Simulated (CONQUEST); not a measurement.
# Li under changes of volume

One of the cells (21.344 Å³/atom); the others are scaled copies at fixed shape and fractional positions:

```
Li
1.0
     3.11100    0.00000    0.00000
     0.00000    5.09300    0.00000
     0.00000    0.00000    5.38841
Li
4
Direct
  0.00000 0.75000 0.33333
  0.50000 0.75000 0.83333
  0.00000 0.25000 0.66667
  0.50000 0.25000 0.16667
```

This isn't the form of Li at room conditions, which is bcc.

- Program: CONQUEST 1.3
- Functional: BP86
- Potentials or basis: PseudoDojo NC PBE, DZP, grid of 32 × 48 × 48 points
- k mesh: 9 × 5 × 5
- Occupations: fermi-dirac, width 0.1 eV
- Spin: no spin polarisation

| volume (Å³/atom) | energy over the lowest point (meV/atom) | pressure (GPa) |
| --- | --- | --- |
| 20.063 | ? | ? |
| 20.490 | 0.40 | 0.3 |
| 20.917 | 0.00 | 0.0 |
| 21.344 | 0.29 | -0.2 |
| 21.771 | 1.26 | -0.5 |
| 22.198 | 2.82 | -0.7 |
| 22.625 | 4.86 | -0.9 |

**Question.** What does the run at 20.063 Å³/atom give?

**Answer.** Energy over the lowest point 1.62 meV/atom; pressure 0.6 GPa.

Worked out: A Birch-Murnaghan fit of order 3 (a polynomial in V^(-2/3)) to the other rows has its minimum at 20.94 Å³/atom with B0 = V·E''(V) = 13.4 GPa and B' = 4.8 at fixed shape and positions, which overstates the stiffness. It gives 1.64 meV/atom at 20.063 Å³/atom, against the run's 1.62, and -dE/dV = 0.6 GPa, against 0.6.

Energies are extrapolated to zero smearing.

Caveats: the potentials were made for another functional, which shifts forces and pressure; the basis of atomic orbitals isn't converged, which shifts pressures, moduli and gaps.
